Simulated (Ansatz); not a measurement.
TiO2: smallest direct gap on path against volume per atom

Results calculated with Ansatz 0.2.0, not measured. Periodic Kohn-Sham DFT of a crystal at fixed atoms; Kohn-Sham levels at symmetry points; band -1 is the highest filled and +1 the lowest empty one at that point, spin up along a +z start moment.

Cell of the first row (space group P4_2/mnm, No. 136):
```
CELL_PARAMETERS angstrom
4.50020 0.00000 0.00000
0.00000 4.50020 0.00000
0.00000 0.00000 2.89860
ATOMIC_POSITIONS crystal
Ti 0.00000 0.00000 0.00000
Ti 0.50000 0.50000 0.50000
O 0.30600 0.30600 0.00000
O 0.19400 0.80600 0.50000
O 0.69400 0.69400 0.00000
O 0.80600 0.19400 0.50000
```

Settings of every row: method all-electron LAPW; functional PBE; relativity scalar; k mesh 7x7x10; filling fermi-dirac; smearing width 0.05 eV; basis error target 0.5 meV/atom; nucleus gaussian.

Atom start moment: 0 on all atoms.

Limits: run without spin polarisation, so a magnetic state may lie lower; semilocal functionals tend to give too small a gap.

| row | volume per atom (Å³) | smallest direct gap on path (eV) | band gap (eV) |
| --- | --- | --- | --- |
| 1 | 9.784 | 2.086 | 2.086 |
| 2 | 9.992 | 2.032 | 2.032 |
| 3 | 10.2 | 1.979 | 1.979 |
| 4 | 10.304 | 1.954 | 1.954 |
| 5 | 10.408 | 1.928 | 1.928 |
| 6 | 10.512 | 1.903 | 1.903 |
| 7 | 10.616 | ? | ? |
| 8 | 10.825 | 1.83 | 1.83 |
| 9 | 11.033 | 1.782 | 1.782 |

Question: what smallest direct gap on path should row 7 give?

Worked fit of smallest direct gap on path. Take t = volume per atom − 10, in Å³. The shown rows have t = -0.216, -0.008, 0.2, 0.304, 0.408, 0.512, 0.825, 1.033. Least squares give smallest direct gap on path = 2.0299 − 0.25571 × t + 0.01545 × t² eV; a straight line predicts inner rows, each left out in turn, worse (root mean square 0.0021 against 0.00042 eV). The rows lie off it by 0.000, 0.000, 0.000, 0.000, 0.000, 0.000, 0.001, 0.000. The withheld row has t = 0.616, so the fit gives 2.0299 − 0.25571 × (0.616) + 0.01545 × (0.616)² = 1.878 eV.

The calculation gave 1.878 eV. The fit meets it to the printed digit.

The other values of row 7: band gap 1.878 eV.
